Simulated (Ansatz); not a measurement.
**TaC (Fm-3m): zero-pressure volume and bulk modulus with PBEsol + D3(BJ)**

The task here is to estimate one member of a computed series from the others.

Program: Ansatz 0.2.0. Level of theory: DFT PBEsol + D3(BJ), scalar-relativistic, plane waves, PAW. These are calculated values, not measurements.

1 further run of the same task is left out (set aside as unsound or not needed). Runs told in other sessions of the task aren't counted.

### The system as given

It takes space group Fm-3m (No. 225, cubic). Conventional cell: a = 4.454 Å, b = 4.454 Å, c = 4.454 Å, α = 90.00°, β = 90.00°, γ = 90.00°. Ta (site symmetry m-3m) is surrounded by 6 C at 2.23 Å. Around C (site symmetry m-3m) lie 6 Ta at 2.23 Å.

Coordinates:

```
Ta C
1.0
     0.00000    2.22700    2.22700
     2.22700    0.00000    2.22700
     2.22700    2.22700    0.00000
Ta C
1 1
Direct
  0.00000 0.00000 0.00000
  0.50000 0.50000 0.50000
```

An earlier run on this cell at PBE gave 4.73 GPa at 11.045 Å³/atom (10×10×10 mesh), a metal on this mesh. The cell is compressed at this level.

Set-up of the first run:

input.yaml reads:

```yaml
crystal:
  lattice:
    - [0.0, 2.226998583, 2.226998583]
    - [2.226998583, 0.0, 2.226998583]
    - [2.226998583, 2.226998583, 0.0]
  atoms:
    - { symbol: Ta, position: [0.0, 0.0, 0.0] }
    - { symbol: C, position: [0.5, 0.5, 0.5] }
basis:
  ecutwfc: 420
  ecutrho_ratio: 4
kpoints:
  mp_grid: { grid: [10, 10, 10] }
hamiltonian:
  xc: pbesol
  dispersion: d3bj
scf:
  occupations: { method: gaussian, width: 0.05 }
output:
  forces: true
  stress: true
  eigenvalues: true
```

The run is started by

```bash
$ ansatz run input.yaml --threads 4 --pin off --max-ram 8192MiB --backend cpu --events-out ev --progress --plain --runs-dir out
```

Steps of the session up to this table: At the given cell; Stepping to 10.304 Å³/atom; Stepping to 10.719 Å³/atom; Volume × 0.98 of the new zero; Volume × 1.02 of the new zero; Volume × 0.96 of the new zero; Volume × 1.04 of the new zero.

One of the session's tables, all rows but one given; the rest of the session is left out.

It belongs to the step «Energy and pressure against volume». 

| volume (Å³/atom) | energy (meV/atom) | pressure (GPa) |
| --- | --- | --- |
| 10.290 | 20.91 | 16.10 |
| 10.505 | 5.08 | 7.67 |
| 10.719 | 0.00 | 0.07 |
| 10.933 | ? | ? |
| 11.148 | 17.82 | -12.95 |

Q: Estimate the row for volume (Å³/atom) = 10.933 from the others.

Worked estimate for «energy (meV/atom)». A straight line through the neighbours (10.719, 0.00) and (11.148, 17.82) gives 0.00 + (17.82 − 0.00) × (10.933 − 10.719) / (11.148 − 10.719) = 8.89; a parabola fitted to 3 rows on both sides gives 4.22.

The run gave: energy (meV/atom): 4.56; pressure (GPa): -6.78. In «energy (meV/atom)» the line misses by +4.33 and the parabola by -0.34.
